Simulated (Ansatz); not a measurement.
# SnSe: the cost of one run

Method: DFT PBEsol, scalar-relativistic, plane waves, PAW, in Ansatz 0.2.0.

2 further runs of the same task are left out: 2 set aside as unsound or not needed.

### Step 1. The structure to begin with

The structure is cubic, space group Fm-3m (No. 225). The conventional cell has a = 5.946 Å, b = 5.946 Å, c = 5.946 Å, α = 90.00°, β = 90.00°, γ = 90.00°. Sn (site symmetry m-3m) has 6 Se at 2.97 Å as nearest neighbours. Around Se (site symmetry m-3m) lie 6 Sn at 2.97 Å.

As a file:

```cif
data_structure
_symmetry_space_group_name_H-M 'P 1'
_symmetry_Int_Tables_number 1
_cell_length_a 4.2041
_cell_length_b 4.2041
_cell_length_c 4.2041
_cell_angle_alpha 60.000
_cell_angle_beta 60.000
_cell_angle_gamma 60.000
_cell_volume 52.54
loop_
_atom_site_label
_atom_site_type_symbol
_atom_site_fract_x
_atom_site_fract_y
_atom_site_fract_z
_atom_site_occupancy
Sn1 Sn 0.00000 0.00000 0.00000 1
Se1 Se 0.50000 0.50000 0.50000 1
```

This cell was relaxed beforehand with the same method: volume 26.27 Å³/atom, gap on the mesh 0.75 eV.

### Step 2. The cell under 12 GPa

What is minimised here is the enthalpy; the energy can go up as the cell is squeezed.

The input, input.yaml:

```yaml
crystal:
  lattice:
    - [0.0, 2.9727546657, 2.9727546657]
    - [2.9727546657, 0.0, 2.9727546657]
    - [2.9727546657, 2.9727546657, 0.0]
  atoms:
    - { symbol: Sn, position: [0.0, 0.0, 0.0] }
    - { symbol: Se, position: [0.5, 0.5, 0.5] }
basis:
  ecutwfc: 420
kpoints:
  mp_grid: { grid: [8, 8, 8] }
hamiltonian:
  xc: pbesol
scf:
  occupations: { method: fixed }
output:
  forces: true
  stress: true
  eigenvalues: true
relax:
  adjacent_minimum: "off"
  f_tol: 0.001
  max_steps: 60
  cell: { stress_tol: 0.02, p_target: 12.0 }
```

Run with:

```bash
ansatz run input.yaml --threads 1 --pin off --max-ram 3072MiB --backend cpu --events-out ev --progress --plain --runs-dir out
```

What time and memory should one allow on 1 thread of Arm Neoverse V2, shared host?

About 8.5 s, with a peak of 0.33 GiB.
